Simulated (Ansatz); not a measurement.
**Al2Pt: stress in a strained cell**

Al2Pt is deformed so: equal xy, yz and zx engineering shear strains of -2 %. What stress and forces result, by LAPW, PAW and all-electron datasets made for the crystal?

Computed with Ansatz 0.2.0 (DFT LDA, scalar-relativistic, unless a step's input says otherwise).

### 1 The structure to begin with

Symmetry: Fm-3m, No. 225, cubic system. The conventional cell has a = 5.910 Å, b = 5.910 Å, c = 5.910 Å, α = 90.00°, β = 90.00°, γ = 90.00°. Around Al (site symmetry -43m) lie 4 Pt at 2.56 Å. Around Pt (site symmetry m-3m) lie 8 Al at 2.56 Å.

Coordinates:

```xyz
3
Lattice="0.0000 2.9550 2.9550 2.9550 0.0000 2.9550 2.9550 2.9550 0.0000" Properties=species:S:1:pos:R:3 pbc="T T T"
Al    1.4775    1.4775    1.4775
Al    4.4325    4.4325    4.4325
Pt    0.0000    0.0000    0.0000
```

Atoms are numbered in the order of the input: Al1, Al2, Pt3.

### 2 The deformed structure

Space group Fm-3m before, R-3m after.

### 3 Full-potential LAPW

File input.yaml:

```yaml
crystal:
  lattice:
    - [-0.0591, 2.92545, 2.92545]
    - [2.92545, -0.0591, 2.92545]
    - [2.92545, 2.92545, -0.0591]
  atoms:
    - { symbol: Al, position: [0.25, 0.25, 0.25] }
    - { symbol: Al, position: [0.75, 0.75, 0.75] }
    - { symbol: Pt, position: [0.0, 0.0, 0.0] }
kpoints:
  mp_grid: { grid: [12, 12, 12] }
  band_path:
    path:
      - [0.0, 0.0, 0.0]
      - [0.5, 0.5, 0.5]
      - [0.2551801333, 0.5, 0.7448198667]
      - [-0.2551801333, 0.2551801333, 0.5]
      - [0.0, 0.0, 0.5]
      - [0.0, 0.0, 0.0]
      - [-0.3775900666, 0.0, 0.3775900666]
      - [0.0, 0.3775900666, 0.6224099334]
      - [0.0, 0.5, 0.5]
    npoints: 5
scf:
  occupations: { method: fermi_dirac, width: 0.08 }
hamiltonian:
  xc: lda
  pseudopotentials: { kind: all_electron, lapw: { basis_error: 0.001 } }
output:
  forces: true
  stress: true
  eigenvalues: true
```

Command:

```sh
$ ansatz run input.yaml --threads 1 --pin off --max-ram 4096MiB --backend cpu --events-out ev --progress --plain --runs-dir out
```

Output, cut to the lines that bear on the results:

```text
LAPW: plane waves up to 8.422 Å⁻¹, error target 1.0e-3 eV per atom; small_component_spin mean_spin; Al in spheres of 1.122 Å, 11 of its electrons in bands, Dirac shells []; Pt in spheres of 1.386 Å, 42 of its electrons in bands, Dirac shells []
[...]
Pseudopotentials: kind: all_electron
Pseudopotential: Al, LAPW, valence charge 11, Koelling and Harmon's equation, gaussian nucleus
Pseudopotential: Pt, LAPW, valence charge 42, Koelling and Harmon's equation, gaussian nucleus
Functional definition: SPW92
[...]
Crystal: 3 atoms, lattice volume = 51.591 Å³
Basis set: ecut = 270.2528128098646 eV, 531 PW (Γ), exchange–correlation at level 2
Bands: 39, of which v1, the nominal top of the filled ones, is band 32 counted from 1 (31 counted from 0)
Symmetry: 12 space group operations
Space group: R-3m (ITA 166), of the structure as read, at distance tolerance 3.7e-5 Å
k-points: 189 of 1728
[...]
SCF iter   1: F=—  HF=-513848.688900 eV  |F-HF|=—  |Δ(HF+E_count)|=         —  Δρ=2.88e-2  dr2=2.48e-1  ethr=3.87e-4  ⟨swp⟩=2.7  Hψ=47282  notcnv=0
[...]
SCF iter   7: F=-513848.120376 eV  HF=-513848.120376 eV  |F-HF|=6.64e-9  |Δ(HF+E_count)|=   5.34e-7  Δρ=7.39e-6  dr2=1.44e-8  ethr=1.68e-9  ⟨swp⟩=2.0  Hψ=20475  notcnv=0
[...]
NSCF: frozen V_eff on 41 k-points
SCF converged after 7 iterations
Free energy (F): -513848.120376 eV
[...]
E sigma→0 (E₀):  -513848.107635 eV
Entropy (-TS):   -0.025482 eV (-8.494 meV/atom)
Fermi energy:    13.965774 eV
[...]
--- Forces (eV/Å), atoms counted from 1 ---
  atom   1  Al     0.15209897     0.15209897     0.15209897
  atom   2  Al    -0.15209897    -0.15209897    -0.15209897
  atom   3  Pt     0.00000000     0.00000000    -0.00000000
[...]
--- Stress (GPa, compression-positive) ---
       -3.748312       1.835755       1.835755
        1.835755      -3.748312       1.835755
        1.835755       1.835755      -3.748312
  P = ⅓ Tr σ = -3.7483 GPa (-37.483 kbar)
--- Band table (eV; the first three rows and the last of 189) ---
[...]
```

Wall time 1.7 min (1 thread of Arm Neoverse V1, shared host); peak memory 0.94 GiB.

This run gives: pressure -3.75 GPa; no gap; largest force 0.263 eV/Å.

### 4 PAW on the default files

File input.yaml:

```yaml
crystal:
  lattice:
    - [-0.0591, 2.92545, 2.92545]
    - [2.92545, -0.0591, 2.92545]
    - [2.92545, 2.92545, -0.0591]
  atoms:
    - { symbol: Al, position: [0.25, 0.25, 0.25] }
    - { symbol: Al, position: [0.75, 0.75, 0.75] }
    - { symbol: Pt, position: [0.0, 0.0, 0.0] }
kpoints:
  mp_grid: { grid: [12, 12, 12] }
scf:
  occupations: { method: fermi_dirac, width: 0.08 }
hamiltonian:
  xc: lda
  pseudopotentials: { kind: paw }
output:
  forces: true
  stress: true
  eigenvalues: true
  efg: { contact_densities: true }
  write_density: true
  write_potential: true
  elf: true
  volumetric_format: npy
```

Command:

```sh
$ ansatz run input.yaml --threads 1 --pin off --max-ram 4096MiB --backend cpu --events-out ev --progress --plain --runs-dir out
```

Output:

```text
Pt: output.efg is read without spin–orbit coupling, which moves field gradients at and beside such atoms by some per cent and up to a factor of two; PAW files take it under magnetization.noncollinear and magnetization.spin_orbit
Engine: ansatz 0.2.0
Pseudopotentials: kind: paw
Pseudopotential: Al, paw, valence charge 3, recommended cutoff 420 eV (normal)
Pseudopotential: Pt, paw, valence charge 18, recommended cutoff 420 eV (normal)
[... 1 set-up line as earlier in the session ...]
  exchange = slater_x
  correlation = pw_c
Crystal: 3 atoms, lattice volume = 51.591 Å³
Basis set: ecut = 420 eV, 983 PW (Γ)
Bands: 16, of which v1, the nominal top of the filled ones, is band 12 counted from 1 (11 counted from 0)
[... 2 set-up lines as earlier in the session ...]
k-points: 189 of 1728
Non-local potential: Al, projectors of the file, l = 0: 2, l = 1: 2, l = 2: 1
Non-local potential: Pt, projectors of the file, l = 0: 3, l = 1: 2, l = 2: 2, l = 3: 1
PAW form: soft (Blöchl's): semilocal exchange-correlation on the pseudo side does not see the compensation charge
PAW frozen core: Al, regenerated for the run's functional, and the local potential with it (the file was generated under x = pbe(κ = 0.804, μ = 0.2195149727645171), c = pbe(β = 0.06672455060314922))
PAW frozen core: Pt, regenerated for the run's functional, and the local potential with it (the file was generated under x = pbe(κ = 0.804, μ = 0.2195149727645171), c = pbe(β = 0.06672455060314922))
PAW one-centre angular grid: Al, 110 points (default); XC on 64 Gauss nodes
PAW one-centre angular grid: Pt, 590 points (default); XC on 64 Gauss nodes
Initial density: superposition of atomic densities (neutral atoms: chi_scale 0, normalization atom), corrected by the library's trained network
Initial wavefunctions: pseudopotential atomic-orbital guess
Functional: x = slater, c = lda
SCF iter   1: F=—  HF=-13273.447772 eV  |F-HF|=—  |Δ(HF+E_count)|=         —  Δρ=3.08e-3  dr2=3.19e-3  ethr=1.77e-3  ⟨swp⟩=5.2  Hψ=15844  notcnv=0
preconditioner: auto → Kerker (q_TF=auto, 2.402 Å⁻¹)  [metal: Δε(μ)=0.009 eV  Ē_g=8.301 eV  σ=0.080 eV  W_gap=0.03  n_scr=14 (ndim 8)  ℏωp=20.7 eV  f_vac=0.001  D(μ)=1.21/eV (n_scr^D=8)]
SCF iter   2: F=—  HF=-13273.447530 eV  |F-HF|=—  |Δ(HF+E_count)|=   2.42e-4  Δρ=1.85e-3  dr2=1.41e-3  ethr=1.33e-5  ⟨swp⟩=1.9  Hψ=4979  notcnv=0
SCF iter   3: F=—  HF=-13273.447069 eV  |F-HF|=—  |Δ(HF+E_count)|=   4.61e-4  Δρ=3.31e-4  dr2=7.51e-5  ethr=5.86e-6  ⟨swp⟩=2.4  Hψ=4711  notcnv=0
SCF iter   4: F=—  HF=-13273.447037 eV  |F-HF|=—  |Δ(HF+E_count)|=   3.22e-5  Δρ=1.51e-4  dr2=1.53e-5  ethr=3.13e-7  ⟨swp⟩=2.2  Hψ=4414  notcnv=0
SCF iter   5: F=—  HF=-13273.447034 eV  |F-HF|=—  |Δ(HF+E_count)|=   2.89e-6  Δρ=4.43e-5  dr2=1.39e-6  ethr=6.39e-8  ⟨swp⟩=2.4  Hψ=4502  notcnv=0
SCF iter   6: F=—  HF=-13273.447034 eV  |F-HF|=—  |Δ(HF+E_count)|=   1.51e-7  Δρ=1.76e-5  dr2=2.60e-7  ethr=5.79e-9  ⟨swp⟩=1.0  Hψ=3013  notcnv=0
SCF iter   7: F=-13273.447034 eV  HF=-13273.447034 eV  |F-HF|=3.08e-9  |Δ(HF+E_count)|=   4.87e-8  Δρ=3.89e-6  dr2=7.66e-9  ethr=4.17e-10  ⟨swp⟩=7.8  Hψ=16515  notcnv=0
SCF 1 converged in 7 iterations: F = -13273.447034 eV  dr2 = 7.66e-9
SCF converged after 7 iterations
Free energy (F): -13273.447034 eV
Harris-Foulkes:  -13273.447034 eV  (|F-HF|=3.08e-9)
Internal energy: -13273.421516 eV  (E = F + TS)
E sigma→0 (E₀):  -13273.434275 eV
Entropy (-TS):   -0.025519 eV (-8.506 meV/atom)
Fermi energy:    11.153013 eV
--- Per-component energies (eV) ---
  E_band       = -317.912001
  E_kinetic    = 687.922173
  E_local      = -2711.143223  (includes V_loc(G=0)·N_el)
  E_nonlocal   = 225.998500
  E_hartree    = 1073.767426
  E_xc         = -341.211940
  E_vxc        = -364.149735  (∫ρ·V_xc dr)
  E_paw        = -10064.346020  (= ΣΔE_a)
  E_vpaw       = -304.071117  (= ΣTr[D̂ρ^β])
  E_aug_tail   = 0.000168  (compensation charges beyond the density's cutoff)
  E_ewald      = -2144.983903
  E_core_change = 0.575303  (= ΣΔE_core)
  E_smearing   = -0.025519  (= −TS)
  E_closure    = -0.000000  (closes the sum)
  Σ components = -13273.447034   (vs F -13273.447034, Δ=0.00e0)
--- Forces (eV/Å), atoms counted from 1 ---
  atom   1  Al     0.15196494     0.15196494     0.15196494
  atom   2  Al    -0.15196494    -0.15196494    -0.15196494
  atom   3  Pt    -0.00000000    -0.00000000    -0.00000000
  max |Σ_I F_I| component: 6.57e-31 eV/Å
--- Stress (GPa, compression-positive) ---
       -3.763004       1.833460       1.833460
        1.833460      -3.763004       1.833460
        1.833460       1.833460      -3.763004
  P = ⅓ Tr σ = -3.7630 GPa (-37.630 kbar)
--- PAW observables at the nuclei: V_zz in 10²¹ V/m², potentials from the cell's mean, atoms counted from 1 ---
  atom   1  Al V_zz =    -0.225487   η = 0.0000   by run symmetry: allowed
            electrostatic potential = -1234.303687 V   contact ρ = 9984.990029 e/Å³
  atom   2  Al V_zz =    -0.225487   η = 0.0000   by run symmetry: allowed
            electrostatic potential = -1234.303687 V   contact ρ = 9984.990029 e/Å³
  atom   3  Pt V_zz =    +0.497830   η = 0.0000   by run symmetry: allowed
            electrostatic potential = -16114.383540 V   contact ρ = 12038838.868670 e/Å³
--- Band table (eV; the first three rows and the last of 189) ---
  k-point 0: bands = ["-87.8537", "-42.0099", "-41.9803", "-41.9803", "0.9086", "6.0641", "6.0641", "6.0667", "7.4287", "7.4287", "13.8856", "14.8120", "14.8120", "15.2921", "16.4356", "16.4356"]
  k-point 1: bands = ["-87.8537", "-42.0100", "-41.9804", "-41.9803", "1.0027", "6.0075", "6.0935", "6.0983", "7.4177", "7.4194", "13.4498", "14.1698", "14.5564", "14.9884", "16.7239", "16.9305"]
  k-point 2: bands = ["-87.8537", "-42.0101", "-41.9808", "-41.9803", "1.2803", "5.8551", "6.1697", "6.1823", "7.4000", "7.4055", "11.7987", "14.0017", "14.0904", "14.6701", "16.8261", "16.9235"]
  k-point 188: bands = ["-87.8537", "-42.0128", "-41.9808", "-41.9808", "3.3650", "5.1364", "6.4289", "6.4289", "7.2772", "7.6490", "7.6490", "11.9752", "11.9752", "14.6474", "16.1183", "16.1183"]
```

Run time: 13 s. Hardware: 1 thread of Arm Neoverse V1, shared host; peak memory 0.46 GiB.

This run gives: pressure -3.76 GPa; no gap; largest force 0.263 eV/Å; Vzz Al1 -0.23 (η = 0.00), Pt3 0.50 (η = 0.00) (10²¹ V/m²).

The fields are shown in the conventional cell of this run's space group, carried over from its grid by interpolation.

Density in a lattice plane of the grid's cell (edges 4.22 and 10.03 Å, at 0.000 of the third edge), which holds Al and Pt.

Ten even steps from ' ' (0.02 e/Å³) to '@' (12.13 e/Å³):
```
++--              --
                    
                    
                    
                    
                    
                    
                    
                    
                    
                    
                    
                    
                    
                    
                    
                    
                    
++--              --
@@**..          ..**
```
Columns run along the first of these edges and rows up along the second, over one cell in 10 and 20 even steps from the bottom left corner. Atoms in the plane (fractional): Al at (1.00, 0.25), Al at (1.00, 0.75), Pt at (0.00, 0.00).

ELF in the same plane.

Ten even steps from '0' (0.01) to '9' (0.68):
```
9856767658
5456545654
9875434578
0265444562
2067545760
0287555782
4576666675
2346777643
0024787420
0013676310
0024787420
2346777643
4576666675
0287555782
2067545760
0265444562
9875434578
5456545654
9856767658
9965777569
```
Columns run along the first of these edges and rows up along the second, over one cell in 10 and 20 even steps from the bottom left corner. Atoms in the plane (fractional): Al at (1.00, 0.25), Al at (1.00, 0.75), Pt at (0.00, 0.00).

Both are smooth fields of the valence electrons: close to the nuclei they are not physical.

Maxima of ELF outside the ion cores: 0.69 on the Al–Pt line, 1.0 Å from Al.

### 5 All-electron PAW on datasets made for the crystal

input.yaml: that of step 4 with these lines changed.

```diff
@@ -15,3 +15,3 @@
   xc: lda
-  pseudopotentials: { kind: paw }
+  pseudopotentials: { kind: all_electron, datasets: crystal }
 output:
@@ -21,5 +21 @@
   efg: { contact_densities: true }
-  write_density: true
-  write_potential: true
-  elf: true
-  volumetric_format: npy
```

Command:

```sh
$ ansatz run input.yaml --threads 1 --pin off --max-ram 4096MiB --backend cpu --events-out ev --progress --plain --runs-dir out
```

Output, cut to the lines that bear on the results:

```text
[...]
Pt: output.efg is read without spin–orbit coupling, which moves field gradients at and beside such atoms by some per cent and up to a factor of two; PAW files take it under magnetization.noncollinear and magnetization.spin_orbit
[...]
[... 1 set-up line as earlier in the session ...]
Pseudopotential: Al, paw, valence charge 11, recommended cutoff 260 eV (normal), Koelling and Harmon's equation, gaussian nucleus
Pseudopotential: Pt, paw, valence charge 18, recommended cutoff 260 eV (normal), Koelling and Harmon's equation, gaussian nucleus
[... 1 set-up line as earlier in the session ...]
[...]
Crystal: 3 atoms, lattice volume = 51.591 Å³
Basis set: ecut = 260 eV, 525 PW (Γ)
Bands: 12, of which v1, the nominal top of the filled ones, is band 8 counted from 1 (7 counted from 0)
[... 2 set-up lines as earlier in the session ...]
[...]
--- Stress (GPa, compression-positive) ---
       -3.751297       1.835936       1.835936
        1.835936      -3.751297       1.835936
        1.835936       1.835936      -3.751297
  P = ⅓ Tr σ = -3.7513 GPa (-37.513 kbar)
  It holds what live shells' own plane waves past their cutoff add
--- PAW observables at the nuclei: V_zz in 10²¹ V/m², potentials from the cell's mean, atoms counted from 1 ---
  atom   1  Al V_zz =    -0.212680   η = 0.0000   by run symmetry: allowed
            electrostatic potential = -1231.257955 V   contact ρ = 9990.998373 e/Å³
  atom   2  Al V_zz =    -0.212680   η = 0.0000   by run symmetry: allowed
            electrostatic potential = -1231.257955 V   contact ρ = 9990.998373 e/Å³
  atom   3  Pt V_zz =    +0.491906   η = 0.0000   by run symmetry: allowed
            electrostatic potential = -16107.963132 V   contact ρ = 12031476.516757 e/Å³
--- Band table (eV; the first three rows and the last of 189) ---
  k-point 0: bands = ["3.7171", "8.8765", "8.8765", "8.8800", "10.2433", "10.2433", "16.6892", "17.6400", "17.6400", "18.1202"]
[...]
```

It took 25 s on 1 thread of Arm Neoverse V1, shared host; peak memory 0.67 GiB.

Result: pressure -3.75 GPa; no gap; largest force 0.263 eV/Å; Vzz Al1 -0.21 (η = 0.00), Pt3 0.49 (η = 0.00) (10²¹ V/m²).

### 6 Side by side

Stress (GPa, compression positive):

```csv
method,xx,yy,zz,yz,xz,xy
LAPW,-3.75,-3.75,-3.75,1.84,1.84,1.84
PAW,-3.76,-3.76,-3.76,1.83,1.83,1.83
crystal datasets,-3.75,-3.75,-3.75,1.84,1.84,1.84
```

Forces (eV/Å):

```csv
atom,LAPW x,LAPW y,LAPW z,PAW x,PAW y,PAW z,crystal datasets x,crystal datasets y,crystal datasets z
Al1,0.152,0.152,0.152,0.152,0.152,0.152,0.152,0.152,0.152
Al2,-0.152,-0.152,-0.152,-0.152,-0.152,-0.152,-0.152,-0.152,-0.152
Pt3,0.000,0.000,0.000,0.000,0.000,0.000,0.000,0.000,0.000
```

| method | pressure (GPa) | largest force (eV/Å) | Vzz Al1 (10²¹ V/m²) | Vzz Pt3 (10²¹ V/m²) | SCF cycles, by the record's count |
| --- | --- | --- | --- | --- | --- |
| LAPW | -3.75 | 0.263 | – | – | 7 |
| PAW | -3.76 | 0.263 | -0.23 | 0.50 | 7 |
| crystal datasets | -3.75 | 0.263 | -0.21 | 0.49 | 9 |

### 7 Results

| quantity | value |
| --- | --- |
| pressure | LAPW -3.75, PAW -3.76, crystal datasets -3.75 GPa |
| largest shear or deviatoric stress (LAPW) | 1.84 GPa |

What this shows: The largest part of the stress beyond the pressure is 1.84 GPa in size; the atoms are carried along and not relaxed. No run of the undeformed cell stands beside it, so pressure and stress hold what the given cell had before the change, as far as its symmetry allows. PAW: stress within 0.02 GPa of LAPW, forces within 1 meV/Å. Crystal datasets: stress within 0.01 GPa of LAPW, forces within 1 meV/Å. Spin-orbit coupling is left out, though the cell holds Pt; in elements this heavy it can shift bands and gaps by tenths of an eV.
